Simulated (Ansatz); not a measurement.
Input:

```yaml
accuracy: low
crystal:
  lattice:
    - [-2.950599, -5.110587, 0.0]
    - [4.425898, -2.555293, 0.0]
    - [0.0, 0.0, 5.755853]
  atoms:
    - { symbol: W, position: [0.73957294, 0.51058308, 0.00517553] }
    - { symbol: C, position: [0.478066, 0.65306179, 0.27945298] }
    - { symbol: W, position: [0.7386718, 0.47978449, 0.50602568] }
    - { symbol: C, position: [0.47368088, 0.63999678, 0.77494663] }
    - { symbol: W, position: [0.48364394, -0.03353971, 0.04628068] }
    - { symbol: C, position: [0.24155444, 0.16812966, 0.2736945] }
    - { symbol: W, position: [0.48343106, -0.01145634, 0.51469962] }
    - { symbol: C, position: [0.2311057, 0.16044635, 0.78501077] }
    - { symbol: W, position: [0.24485635, 0.49245789, 0.01584373] }
    - { symbol: C, position: [0.00902945, 0.6376392, 0.26995555] }
    - { symbol: W, position: [0.24365041, 0.45042484, 0.5279608] }
    - { symbol: C, position: [-0.01374411, 0.69468274, 0.77815597] }
    - { symbol: W, position: [-0.04076176, 0.01122944, 0.02600925] }
    - { symbol: C, position: [0.72446487, 0.13755076, 0.29324329] }
    - { symbol: W, position: [0.00612928, -0.0193647, 0.5239758] }
    - { symbol: C, position: [0.71173572, 0.14287242, 0.76291333] }
basis:
  ecutwfc: 420.0
kpoints:
  mp_grid: { grid: [3, 3, 3] }
hamiltonian:
  xc: pbe
  pseudopotentials: { kind: paw, azcp: { folder: soft_1 } }
scf:
  occupations: { method: fermi_dirac, width: 0.17 }
  lower_state_search: "off"
md:
  timestep: 1.5
  n_steps: 160
  ensemble: npt_langevin
  temperature: 1400.0
  initial_velocities: maxwell_boltzmann
  seed: 194990
  friction: 0.01
  pressure: 10.0
  fix_cell: [angles]
```

Run as:

```bash
$ ansatz run input.yaml --threads 2 --pin off --max-ram 5120MiB --backend cpu --events-out ev --progress --plain --runs-dir out
```

Hardware: 2 threads of Intel(R) Xeon(R) Platinum 8259CL CPU @ 2.50GHz (Skylake/Cascade Lake), on a shared host.

Roughly how long does this run take, and how much memory?

23 min, with a peak of 0.85 GiB, for 161 ionic steps.
